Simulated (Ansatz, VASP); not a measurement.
## One calculation of SrO, two programs

```
Sr O
1.0
     0.00000    2.60362    2.60362
     2.60362    0.00000    2.60362
     2.60362    2.60362    0.00000
Sr O
1 1
Direct
  0.00000 0.00000 0.00000
  0.50000 0.50000 0.50000
```

Change from the starting cell: volume scaled by 1.04.

Alike in both runs: task single point; functional LDA; k mesh 8 × 8 × 8; occupations fermi-dirac, width 0.02 eV; no spin polarisation.

|  | VASP | Ansatz |
| --- | --- | --- |
| version | VASP 6.6.1 | Ansatz 0.2.0 |
| potentials or method | VASP PAW LDA potentials, release 64 (Sr_sv, O), cutoff 520 eV | all-electron LAPW, scalar-relativistic |

|  | VASP | Ansatz | Ansatz less VASP |
| --- | --- | --- | --- |
| gap on the k mesh at the Fermi level (eV) | 3.12 | 3.18 | +0.054 |
| pressure (GPa) | -6.6 | -7.2 | -0.56 |

Ansatz ran all-electron here, so the differences hold the error of VASP's frozen core and of both bases.

A k mesh can miss the band edges.
